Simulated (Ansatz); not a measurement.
# Gallium, alpha-Ga (Cmce): B3LYP at the BLYP geometry

How do the levels change when part of the exchange is made exact, and what does it cost? Spin polarisation is left out. The cell comes from an earlier BLYP relaxation. Exact exchange is dear, so the k-mesh is coarse, and BLYP is run on the same mesh for comparison.

Method: DFT, plane waves (420 eV) with PBE-made PAW files, scalar-relativistic; functionals as named at each step, in Ansatz 0.2.0.

## Step 1: The structure to begin with

Symmetry: Cmce, No. 64, orthorhombic system. The conventional cell has a = 4.873 Å, b = 7.947 Å, c = 4.681 Å, α = 90.00°, β = 90.00°, γ = 90.00°. Around Ga (site symmetry m) lie 7 Ga at 2.62 to 2.95 Å.

As a file:

```
Ga
1.0
     2.43650   -3.97341    0.00000
     2.43650    3.97341    0.00000
     0.00000    0.00000    4.68119
Ga
4
Direct
  0.84257 0.15743 0.08390
  0.65743 0.34257 0.58390
  0.15743 0.84257 0.91610
  0.34257 0.65743 0.41610
```

## Step 2: BLYP, coarse mesh

The run with BLYP.

Contents of input.yaml:

```yaml
crystal:
  lattice:
    - [2.4364957157, -3.9734085386, 0.0]
    - [2.4364957157, 3.9734085386, 0.0]
    - [0.0, 0.0, 4.6811933843]
  atoms:
    - { symbol: Ga, position: [0.8425682566, 0.1574317434, 0.0838959432] }
    - { symbol: Ga, position: [0.6574317434, 0.3425682566, 0.5838959432] }
    - { symbol: Ga, position: [0.1574317434, 0.8425682566, 0.9161040568] }
    - { symbol: Ga, position: [0.3425682566, 0.6574317434, 0.4161040568] }
hamiltonian:
  xc: blyp
  pseudopotentials:
    kind: paw
    azcp:
      Ga: "pseudopotentials/Ga.paw.azcp"
basis:
  ecutwfc: 420
  fft_grid_basis: typed
kpoints:
  mp_grid: { grid: [4, 4, 4], shift: [0, 0, 0] }
magnetization:
  spin_polarized: false
scf:
  occupations: { method: fermi_dirac, width: 0.1 }
```

The program printed (excerpt; [...] marks lines left out):

```text
Warning: RAYON_NUM_THREADS=4 ignored (pool sized by the plan → 4); use --threads N
[...]
Pseudopotentials: kind: paw
Pseudopotential: Ga, paw, valence charge 13, recommended cutoff 420 eV (normal), <dir>
Functional definition: BLYP
[...]
Crystal: 4 atoms, lattice volume = 90.639 Å³
Basis set: ecut = 420 eV, 1747 PW (Γ), exchange–correlation on 64×64×64 points (8 copies of the dense FFT grid, shifted against one another)
Bands: 30, of which v1, the nominal top of the filled ones, is band 26 counted from 1 (25 counted from 0)
Symmetry: 8 space group operations
Space group: Cmce (ITA 64), of the structure as read, at distance tolerance 4.5e-5 Å
k-points: 21 of 64
[...]
SCF iter   1: F=—  HF=-15171.552450 eV  |F-HF|=—  |Δ(HF+E_count)|=         —  Δρ=7.58e-3  dr2=3.61e-2  ethr=1.77e-3  ⟨swp⟩=5.6  Hψ=2278  notcnv=0
[...]
SCF iter   8: F=-15171.540753 eV  HF=-15171.540753 eV  |F-HF|=1.82e-8  |Δ(HF+E_count)|=   5.56e-7  Δρ=6.58e-6  dr2=4.37e-8  ethr=1.92e-10  ⟨swp⟩=1.0  Hψ=1482  notcnv=0
[...]
SCF converged after 8 iterations
Free energy (F): -15171.540753 eV
[...]
E sigma→0 (E₀):  -15171.526852 eV
Entropy (-TS):   -0.027801 eV (-6.950 meV/atom)
Fermi energy:    7.670497 eV
[...]
```

Wall time 0.98 s (4 threads of an x86-64 CPU, shared host); peak memory 0.42 GiB.

## Step 3: B3LYP on the coarse mesh

The run with B3LYP.

input.yaml: that of step 2 with these lines changed.

```diff
@@ -11,3 +11,3 @@
 hamiltonian:
-  xc: blyp
+  xc: b3lyp
   pseudopotentials:
```

The program printed (excerpt; [...] marks lines left out):

```text
Warning: RAYON_NUM_THREADS=4 ignored (pool sized by the plan → 4); use --threads N
[...]
[... 2 set-up lines as earlier in the session ...]
Functional definition: B3LYP
[...]
Crystal: 4 atoms, lattice volume = 90.639 Å³
Basis set: ecut = 420 eV, 1747 PW (Γ), exchange–correlation on 64×64×64 points (8 copies of the dense FFT grid, shifted against one another)
Bands: 32, of which v1, the nominal top of the filled ones, is band 26 counted from 1 (25 counted from 0)
[... 2 set-up lines as earlier in the session ...]
k-points: 21 of 64
[...]
SCF iter   1: F=—  HF=-15163.237338 eV  |F-HF|=—  |Δ(HF+E_count)|=         —  Δρ=7.00e-3  dr2=3.39e-2  ethr=1.77e-3  ⟨swp⟩=5.7  Hψ=2659  notcnv=0
[...]
Frozen-core exchange: fock
[...]
SCF 2 stopped early in 5 iterations: F = -15166.283617 eV  dr2 = 2.30e-6
hybrid outer 1: dexx = +1.877e-2 eV, tail = 5.01e-5 eV
Frozen-core exchange: fock
[...]
SCF iter   3: F=-15166.283494 eV  HF=-15166.283494 eV  |F-HF|=1.19e-8  |Δ(HF+E_count)|=   9.07e-8  Δρ=9.07e-6  dr2=4.80e-8  ethr=3.02e-10  ⟨swp⟩=4.1  Hψ=1773  notcnv=0
[...]
hybrid outer 2: dexx = +8.154e-7 eV, tail = 1.46e-7 eV, Δε = 3.99e-3 eV (about 2.80e-4 eV left of the loop's levels)
hybrid SCF converged: 2 outer / 8 inner (+11 warm-up), last move |dexx| = 8.15e-7 eV, tail = 1.46e-7 eV
Stability not checked: this state was not tested for a lower state beside it, because the functional holds exact exchange (a hybrid, or Hartree-Fock), whose exchange loop this test does not read (fock_operator; see scf.lower_state_search)
Free energy (F): -15166.283494 eV
Frozen-core exchange: fock
[...]
E sigma→0 (E₀):  -15166.278550 eV
Entropy (-TS):   -0.009889 eV (-2.472 meV/atom)
Fermi energy:    7.361326 eV
[...]
--- Band table (eV; the first three rows and the last of 21) ---
[...]
  guard bands above this table: 3 of the run's 32 bands. The solve was not asked for them (output.publish_guard_bands: true or output.eigenvalues: true publishes all)
```

It took 12 s on 4 threads of an x86-64 CPU, shared host; peak memory 1.7 GiB.

## Step 4: The functionals compared

| functional | gap on the mesh | Fermi energy (eV) | SCF cycles | exchange loops | CPU time |
| --- | --- | --- | --- | --- | --- |
| BLYP | none (levels filled in part) | 7.670 | 8 | - | 2.8 s |
| B3LYP | none (levels filled in part) | 7.361 | 19 | 2 | 35 s |

## Step 5: Summary of results

```
                         quantity                         value
                        BLYP: gap  none (levels filled in part)
                       B3LYP: gap  none (levels filled in part)
B3LYP: SCF cycles, exchange loops                         19, 2
B3LYP: CPU time over that of BLYP                            12
```

What this shows: Neither BLYP nor B3LYP shows a clean gap on this mesh. B3LYP cost 12 times the CPU time of BLYP. B3LYP needed 2 outer loops of the exchange operator. The cell taken over is 16 % larger than the measured one (19.59 Å³/atom, COD), which weighs on all values here. The total energies in the logs cannot be compared from one functional to another.
